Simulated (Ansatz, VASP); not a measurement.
This is a calculation of Zn for Ansatz 0.2.0.

The input input.yaml:

```yaml
crystal:
  lattice:
    - [0.003987, 2.004568, 1.967016]
    - [1.956653, -0.004317, 1.97532]
    - [1.927413, 1.983631, 0.024923]
  atoms:
    - { symbol: Zn, position: [-0.027773, 0.011558, 0.010019] }
kpoints:
  mp_grid: { grid: [12, 12, 12] }
scf:
  occupations: { method: fermi_dirac, width: 0.05 }
hamiltonian:
  xc: pbe
  pseudopotentials: { kind: all_electron, lapw: { basis_error: 0.001 } }
output:
  forces: true
  stress: true
  eigenvalues: true
  populations: true
```

Potentials or basis: all-electron LAPW, scalar-relativistic.

Run with:

```bash
$ ansatz run input.yaml --threads 1 --pin off --max-ram 2560MiB --backend cpu --events-out ev --progress --plain --runs-dir out
```

Problem. Set up the same calculation for VASP 6.6.1. Potentials there: VASP PAW PBE potentials, release 64 (Zn).

Solution. As run (the cutoff follows the program's own potentials):

Contents of INCAR:

```
PREC = Accurate
ENCUT = 520
EDIFF = 1E-7
ISMEAR = -1
SIGMA = 0.05
LREAL = F
LASPH = T
NELM = 60
ALGO = Fast
ISIF = 2
LWAVE = F
LCHARG = F
GGA = PE
NBANDS = 12
```

File KPOINTS:

```
Automatic mesh
0
Gamma
  12 12 12
```

POSCAR

```
Zn
1.0
    0.0039870000      2.0045680000      1.9670160000
    1.9566530000     -0.0043170000      1.9753200000
    1.9274130000      1.9836310000      0.0249230000
Zn
1
Direct
   -0.0277730000      0.0115580000      0.0100190000
```

Potentials or basis: VASP PAW PBE potentials, release 64 (Zn).

Command:

```console
$ cat potpaw_PBE.64/Zn/POTCAR > POTCAR
$ mpirun -np 1 vasp_std > vasp.out
```

Both were run:

|  | VASP | Ansatz | Ansatz less VASP |
| --- | --- | --- | --- |
| gap on the k mesh at the Fermi level (eV) | none | none | - |
| pressure (GPa) | 0.3 | 0.0 | -0.30 |
| largest component of the traceless stress (GPa) | 0.66 | 0.66 | +0.009 |

A gap of «none» marks a metal or a gap that the smearing closes. Ansatz ran all-electron here, so the differences hold the error of VASP's frozen core and of both bases.
